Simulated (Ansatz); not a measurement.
Regular-solution view of (Si,C) in the structure of Si

Theory: DFT PBE, scalar-relativistic, plane waves, PAW in Ansatz 0.2.0. Run with 420 eV cutoff, 12×8×8 k-mesh, Gaussian smearing of 0.01 eV, no spin polarisation.

Reference structure (relaxed):

```
CELL_PARAMETERS angstrom
-1.92564 -3.33531 0.00000
0.00000 0.00000 -6.36502
5.77692 -3.33531 0.00000
ATOMIC_POSITIONS crystal
Si 0.00000 0.93707 0.33333
Si 0.50000 0.93707 0.83333
Si 0.00000 0.43707 0.66667
Si 0.50000 0.43707 0.16667
Si 0.00000 0.56293 0.33333
Si 0.50000 0.56293 0.83333
Si 0.00000 0.06293 0.66667
Si 0.50000 0.06293 0.16667
```

C takes some of the 8 Si sites (atoms counted from 1 above); cell and atoms relax within the symmetry of each ordered start. Mixing energies are taken at zero smearing, per mixed site, over the two end members in this structure (P6_3/mmc (194); 20.44 and 5.71 Å³/atom), which needn't be the usual structure of either.

The lowest cell of each fraction:

```json
{"x(C)": "0.125", "sites with C": "2", "ΔH (meV/site)": "154.9"}
{"x(C)": "0.250", "sites with C": "5 8", "ΔH (meV/site)": "179.7"}
{"x(C)": "0.500", "sites with C": "1 2 3 6", "ΔH (meV/site)": "390.7"}
{"x(C)": "0.750", "sites with C": "1 2 4 5 6 8", "ΔH (meV/site)": "616.6"}
```

Read these as a regular solution, ΔH = Ω x(1 − x). What Ω does each fraction give, and does one Ω describe them?

```tsv
x(C)	x(1 − x)	Ω (meV)	ideal entropy (k_B/site)
0.125	0.1094	1416	0.377
0.250	0.1875	959	0.562
0.500	0.2500	1563	0.693
0.750	0.1875	3289	0.562
```

A least-squares fit gives Ω = 1823 meV. The values spread by 2330 meV, so the parabola is a rough summary: ordered cells differ in their arrangement as well as their fraction, and the curve can be lopsided.

What does that say about mixing at finite temperature?

Ω > 0 means a miscibility gap at low temperature. With ideal entropy the free energy Ωx(1 − x) + k_BT[x ln x + (1 − x) ln(1 − x)] loses its double well at T_c = Ω/2k_B = 10580 K. At 1000 K the spinodal, x(1 − x) = k_BT/2Ω, lies at x = 0.02 and 0.98. The end members differ by 34.6 % in mean lattice spacing, so strain energy is a likely large part of Ω. A T_c this high lies beyond the melting point of nearly every solid, so on this estimate the solids dissolve only a limited amount of each other. The estimate takes small ordered cells for a random alloy and leaves out vibrations, short-range order, melting and other structures, so it gives a scale, not a phase diagram.

Cost: 7 runs of about 36 core-minutes in all, on Intel Xeon Platinum 8375C (Ice Lake) (shared hosts).